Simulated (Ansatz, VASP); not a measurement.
**Two plane-wave programs on Li2O**

```
Li O
1.0
     0.00000    2.31303    2.31303
     2.31303    0.00000    2.31303
     2.31303    2.31303    0.00000
Li O
2 1
Direct
  0.25000 0.25000 0.25000
  0.75000 0.75000 0.75000
  0.00000 0.00000 0.00000
```

Alike in both runs: functional PBE; k mesh 8 × 8 × 8; no spin polarisation.

Ansatz relaxed the structure, and its values are those at the end. VASP's run is a single point on that final structure, the one shown.

|  | VASP | Ansatz |
| --- | --- | --- |
| version | VASP 6.6.1 | Ansatz 0.2.0 |
| potentials or method | VASP PAW PBE potentials, release 64 (Li_sv, O) | scalar-relativistic, plane waves, PAW |
| plane-wave cutoff (eV) | 520 | 420 |
| occupations | gaussian, width 0.01 eV | fixed |
| valence electrons in the cell | 12 | 12 |

VASP gave:

* gap on the k mesh at the Fermi level (eV): 4.96
* least direct gap on the mesh (eV): 5.25

Problem. What did Ansatz give for the same quantities?

Solution. gap on the k mesh at the Fermi level (eV): 4.98; least direct gap on the mesh (eV): 5.24.

 A k mesh can miss the band edges.
